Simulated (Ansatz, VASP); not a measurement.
Two plane-wave programs on Ge

INCAR

```
SYSTEM = Ge
PREC = Accurate ; ENCUT = 520
EDIFF = 1E-7 ; ISMEAR = -1
SIGMA = 0.05 ; LREAL = .False.
LASPH = .True. ; NELM = 60
ALGO = Normal ; ISIF = 2
LWAVE = .False. ; LCHARG = .True.
GGA = PE ; LELF = .True.
LVHAR = .True. ; NBANDS = 13
```

Contents of KPOINTS:

```
Automatic mesh
0
Gamma
  11 11 10
  0 0 0
```

Contents of POSCAR:

```
Ge
1.0
    1.3971490000     -2.6005160000      0.0000000000
    1.3971490000      2.6005160000      0.0000000000
    0.0000000000      0.0000000000      2.6982310000
Ge
1
Direct
    0.5000000000      0.5000000000      0.0000000000
```

Contents of input.yaml:

```yaml
crystal:
  lattice:
    - [1.397149, -2.600516, 0.0]
    - [1.397149, 2.600516, 0.0]
    - [0.0, 0.0, 2.698231]
  atoms:
    - { symbol: Ge, position: [0.5, 0.5, 0.0] }
hamiltonian:
  xc: pbe
  pseudopotentials: { kind: paw }
kpoints:
  mp_grid: { grid: [11, 11, 10] }
scf:
  occupations: { method: fermi_dirac, width: 0.05 }
output:
  forces: true
  stress: true
  eigenvalues: true
```

This isn't the form of Ge at room conditions, which is diamond.

Alike in both runs: task single point; functional PBE; k mesh 11 × 11 × 10; occupations fermi-dirac, width 0.05 eV; no spin polarisation.

```csv
,VASP,Ansatz
version,VASP 6.6.1,Ansatz 0.2.0
potentials or method,"VASP PAW PBE potentials, release 64 (Ge_d)",Ansatz PAW
plane-wave cutoff (eV),520,420
valence electrons in the cell,14,14
```

```tsv
	VASP	Ansatz	Ansatz less VASP
gap on the k mesh at the Fermi level (eV)	none	none	-
pressure (GPa)	-0.6	-0.6	-0.01
largest component of the traceless stress (GPa)	1.94	1.93	-0.011
```

A gap of «none» marks a metal or a gap that the smearing closes.
